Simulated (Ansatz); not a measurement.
# SnSe2 (1T monolayer type, one sheet): Wannier inputs, tried as typed

Which of these Wannier inputs for SnSe2 (1T monolayer type, one sheet) end well? Each is run as it stands.

Method: plane waves, PAW; the settings change from run to run, as each input shows, in Ansatz 0.2.0.

4 further runs of the same task are left out: 4 that didn't finish.

## 1. The starting structure

The structure is trigonal, space group P-3m1 (No. 164). Conventional cell: a = 3.835 Å, b = 3.835 Å, c = 30.065 Å, α = 90.00°, β = 90.00°, γ = 120.00°. Sn (site symmetry -3m) has 6 Se at 2.72 Å as nearest neighbours. Se (site symmetry 3m) is surrounded by 3 Sn at 2.72 Å.

Coordinates:

```cif
data_structure
_symmetry_space_group_name_H-M 'P-3m1'
_symmetry_Int_Tables_number 164
_cell_length_a 3.8352
_cell_length_b 3.8352
_cell_length_c 30.0650
_cell_angle_alpha 90.000
_cell_angle_beta 90.000
_cell_angle_gamma 120.000
_cell_volume 382.97
loop_
_atom_site_label
_atom_site_type_symbol
_atom_site_symmetry_multiplicity
_atom_site_Wyckoff_symbol
_atom_site_fract_x
_atom_site_fract_y
_atom_site_fract_z
_atom_site_occupancy
Sn1 Sn 1 a 0.00000 0.00000 0.00000 1
Se1 Se 2 d 0.33333 0.66667 0.05234 1
```

The cell was relaxed beforehand with r2SCAN; those runs aren't shown. The cell holds one sheet and vacuum, and is periodic in the plane alone; ε, where given, is a mean over the whole height of the cell, so ε₂ and ε₁ − 1 scale inversely with that height and aren't the sheet's own values. No run includes spin-orbit coupling, which matters for Sn.

## 2. Try 1

input.yaml reads:

```yaml
crystal:
  lattice:
    - [3.8351924916, 0.0, 0.0]
    - [-1.9175962458, 3.3213741261, 0.0]
    - [0.0, 0.0, 30.0650267632]
  atoms:
    - { symbol: Sn, position: [0.0, 0.0, 0.2993511388] }
    - { symbol: Se, position: [0.3333333333, 0.6666666667, 0.3516920296] }
    - { symbol: Se, position: [0.6666666667, 0.3333333333, 0.247010248] }
  periodic: [true, true, false]
kpoints:
  mp_grid: { grid: [6, 6, 1] }
  band_path:
    path:
      - [0, 0, 0]
      - [0.5, 0, 0]
      - [0.3333333333333, 0.3333333333333, 0]
      - [0, 0, 0]
    npoints: 10
hamiltonian:
  xc: pbe
scf:
  occupations: { method: fixed }
  n_extra_bands: 12
output:
  forces: false
  stress: false
  eigenvalues: true
  wannier:
    kmesh: [6, 6, 1]
    projections:
      - { species: Se, l: s, shell: 4 }
      - { species: Se, l: p, shell: 4 }
      - { species: Sn, l: s, shell: 5 }
      - { species: Sn, l: p, shell: 5 }
    minimise: true
    write_hr: true
    conv_tol: 1.0e-08
    max_iter: 1000
    disentanglement: { window: [-21.37, 2.8] }
```

Started as:

```sh
> ansatz run input.yaml --threads 4 --pin off --max-ram 5529MiB --backend cpu --events-out ev --progress --plain --runs-dir out
```

Output, shortened:

```text
Warning: RAYON_NUM_THREADS=4 ignored (pool sized by the plan → 4); use --threads N
scf.n_extra_bands = 12 over 23 filled bands (N_el = 46.0): the run solves 35 bands
[...]
Pseudopotentials: kind: paw
Pseudopotential: Sn, paw, valence charge 14, recommended cutoff 420 eV (normal), Sn.paw.azcp
Pseudopotential: Se, paw, valence charge 16, recommended cutoff 420 eV (normal), Se.paw.azcp
Functional definition: PBE
[...]
Crystal: 3 atoms, lattice volume = 382.972 Å³
Basis set: ecut = 420 eV, 7493 PW (Γ)
Bands: 35, of which v1, the nominal top of the filled ones, is band 23 counted from 1 (22 counted from 0)
Symmetry: 12 space group operations
Space group: P-3m1 (ITA 164), of the structure as read, at distance tolerance 7.3e-5 Å
k-points: 7 of 36
[...]
SCF iter   1: F=—  HF=-16963.361735 eV  |F-HF|=—  |Δ(HF+E_count)|=         —  Δρ=6.76e-4  dr2=3.61e-3  ethr=1.77e-3  ⟨swp⟩=6.9  Hψ=998  notcnv=0  defer=68
[...]
SCF iter   6: F=-16963.360134 eV  HF=-16963.360134 eV  |F-HF|=3.63e-8  |Δ(HF+E_count)|=   9.90e-7  Δρ=2.28e-6  dr2=1.33e-8  ethr=2.17e-10  ⟨swp⟩=21.4  Hψ=2122  notcnv=0
[...]
NSCF: frozen V_eff on 31 k-points
NSCF: frozen V_eff on 10 k-points
the Wannier pass solved 10 of the 36 points of its mesh, and has the states at the others by symmetry: states obtained by the crystal's operations at points that were solved too leave a residual of 2.13e-13 eV (read by the count's bands and the next), within 6.67e-6 eV
NSCF: frozen V_eff on 10 k-points
the Wannier pass solved 10 of the 36 points of its mesh, and has the states at the others by symmetry: states obtained by the crystal's operations at points that were solved too leave a residual of 2.29e-13 eV (read by the count's bands and the next), within 6.67e-6 eV
SCF converged after 6 iterations
Free energy (F): -16963.360134 eV
[...]
E sigma→0 (E₀):  -16963.360134 eV
Fermi energy:    -6.039107 eV
[...]
--- Band table (eV; the first three rows and the last of 7) ---
[...]
  ° read free of the cell's end (the report's vacuum.weakly_bound_levels)
Wannier search: line search 1 of at most 1000: gauge-dependent spread (as the search counts it) 7.2993780 Å², largest recent change 1.7e0 Å² and fall left 7.1e-3 Å² against conv_tol 1.0e-8 Å², 0 stops escaped
WARN: <dir> 48 periodic images of 48 elements of H(R) lie 4.88e-4 to 1.95e-3 Å beyond their element's nearest image, near the 9.77e-4 Å window within which an element is shared among its images; whether they share it moves the interpolated H(k) by 8.6e-3 eV (Frobenius norm, root mean [...]
```

Wall time 24 s (4 threads of Arm Neoverse N1, shared host); peak memory 0.69 GiB.

The windows are typed on the program's own energy scale, on which the last band filled by count tops at -6.03 eV.

The head of wannier.spreads.toml:

```toml
omega_i_ang2 = 18.978357503658202
omega_d_ang2 = 0.03363129655450359
omega_od_ang2 = 3.700636750341509
omega_total_ang2 = 22.712625550554215
least_projectability = 0.6927350575257015
b_vectors_match_mmn = true
n_iter = 71
converged = true
rejected_fitted_steps = 1
dis_converged = true
dis_n_iter = 134
dis_n_moved = 0
```

The functions (centres in Å, on-site energies from the top of the filled bands):

```csv
n,x,y,z,spread (Å²),on-site (eV),nearest atoms,distance (Å)
1,0.000,2.214,10.105,1.587,-3.426,Se2,0.47
2,1.918,1.107,7.895,1.589,-3.418,Se3,0.47
3,0.470,1.943,10.806,1.469,-2.574,Se2,0.59
4,-0.470,1.943,10.806,1.469,-2.574,Se2,0.59
5,0.000,2.757,10.806,1.469,-2.574,Se2,0.59
6,1.447,1.379,7.194,1.476,-2.555,Se3,0.59
7,2.388,1.379,7.194,1.476,-2.555,Se3,0.59
8,1.918,0.564,7.194,1.476,-2.555,Se3,0.59
9,0.001,0.617,9.190,2.633,-0.011,Sn1,0.65
10,0.000,0.000,8.424,2.802,0.565,Sn1,0.58
11,-0.535,-0.308,9.191,2.633,-0.011,Sn1,0.65
12,0.534,-0.309,9.190,2.633,-0.011,Sn1,0.65
```

Along the path each interpolated band stays within 0.03, 0.02, 0.01, 0.06, 0.07, 0.03, 0.07, 0.03, 0.46, 0.23, 0.37, 0.26 eV of the nearest computed level, from the lowest band up; bands outside the frozen window needn't match, and between the mesh's points a coarse mesh lets the others stray too.

## 3. Try 2

input.yaml: that of step 2 with these lines changed.

```diff
@@ -23,3 +23,3 @@
   occupations: { method: fixed }
-  n_extra_bands: 12
+  n_extra_bands: 7
 output:
@@ -30,7 +30,3 @@
     kmesh: [6, 6, 1]
-    projections:
-      - { species: Se, l: s, shell: 4 }
-      - { species: Se, l: p, shell: 4 }
-      - { species: Sn, l: s, shell: 5 }
-      - { species: Sn, l: p, shell: 5 }
+    projections: [{ species: Sn, l: s, shell: 5 }, { species: Se, l: p, shell: 4 }]
     minimise: true
@@ -39,2 +35,3 @@
     max_iter: 1000
-    disentanglement: { window: [-21.37, 2.8] }
+    disentanglement: { window: [-16.04, 6.81], frozen_window: [-13.04, -4.39] }
+    stability_check: false
```

Started as:

```sh
> ansatz run input.yaml --threads 4 --pin off --max-ram 5529MiB --backend cpu --events-out ev --progress --plain --runs-dir out
```

Output, shortened:

```text
Warning: RAYON_NUM_THREADS=4 ignored (pool sized by the plan → 4); use --threads N
scf.n_extra_bands = 7 over 23 filled bands (N_el = 46.0): the run solves 30 bands
[...]
[... 4 set-up lines as earlier in the session ...]
[...]
Crystal: 3 atoms, lattice volume = 382.972 Å³
Basis set: ecut = 420 eV, 7493 PW (Γ)
Bands: 30, of which v1, the nominal top of the filled ones, is band 23 counted from 1 (22 counted from 0)
[... 2 set-up lines as earlier in the session ...]
k-points: 7 of 36
[...]
SCF iter   1: F=—  HF=-16963.362315 eV  |F-HF|=—  |Δ(HF+E_count)|=         —  Δρ=6.40e-4  dr2=4.06e-3  ethr=1.77e-3  ⟨swp⟩=7.4  Hψ=872  notcnv=0  defer=34
[...]
SCF converged after 6 iterations
Free energy (F): -16963.360134 eV
[...]
E sigma→0 (E₀):  -16963.360134 eV
Fermi energy:    -6.038783 eV
[...]
--- Band table (eV; the first three rows and the last of 7) ---
[...]
  ° read free of the cell's end (the report's vacuum.weakly_bound_levels)
Wannier search: line search 1 of at most 1000: gauge-dependent spread (as the search counts it) 0.7417697 Å², largest recent change 2.3e-1 Å² against conv_tol 1.0e-8 Å², 0 stops escaped
Wannier search: line search 100 of at most 1000: gauge-dependent spread (as the search counts it) 0.5754874 Å², largest recent change 5.4e-5 Å² against conv_tol 1.0e-8 Å², 0 stops escaped
Wannier search: line search 200 of at most 1000: gauge-dependent spread (as the search counts it) 0.5750423 Å², largest recent change 4.6e-7 Å² against conv_tol 1.0e-8 Å², 0 stops escaped
Wannier search: line search 300 of at most 1000: gauge-dependent spread (as the search counts it) 0.5750168 Å², largest recent change 1.2e-7 Å² against conv_tol 1.0e-8 Å², 0 stops escaped
```

Run time: 47 s. Hardware: 4 threads of Arm Neoverse N1, shared host; peak memory 0.81 GiB.

The windows are typed on the program's own energy scale, on which the last band filled by count tops at -6.03 eV.

The head of wannier.spreads.toml:

```toml
omega_i_ang2 = 17.261601624125554
omega_d_ang2 = 0.024178113448126138
omega_od_ang2 = 0.5508378945758126
omega_total_ang2 = 17.836617632149494
least_projectability = 0.4216267707478585
b_vectors_match_mmn = true
n_iter = 332
converged = true
dis_converged = true
dis_n_iter = 97
dis_n_moved = 0
```

The functions (centres in Å, on-site energies from the top of the filled bands):

```csv
n,x,y,z,spread (Å²),on-site (eV),nearest atoms,distance (Å)
1,0.000,0.000,9.000,3.030,-1.982,Sn1,0.00
2,0.000,2.244,10.447,2.444,-1.829,Se2,0.13
3,0.000,2.296,10.341,2.483,-1.986,Se2,0.25
4,0.000,2.099,10.347,2.476,-1.974,Se2,0.25
5,1.918,1.077,7.553,2.444,-1.829,Se3,0.13
6,1.918,1.025,7.659,2.483,-1.986,Se3,0.25
7,1.918,1.222,7.653,2.476,-1.974,Se3,0.25
```

Along the path each interpolated band stays within 0.00, 0.02, 0.02, 0.03, 0.04, 0.02, 0.31 eV of the nearest computed level, from the lowest band up; bands outside the frozen window needn't match, and between the mesh's points a coarse mesh lets the others stray too.

## 4. How the runs ended

| try | settings | ended | result | time |
| --- | --- | --- | --- | --- |
| 1 | PBE, 12 functions, 6×6×1, window -21.37 to 2.8 eV | converged | spread 22.71 Å² | 24 s |
| 2 | PBE, 7 functions, 6×6×1, window -16.04 to 6.81 eV, frozen -13.04 to -4.39 eV | converged | spread 17.84 Å² | 47 s |

2 converged. Over the sound inputs the mean spread of a function spans 1.89 to 2.55 Å². These numbers test the settings; they aren't properties of the solid.
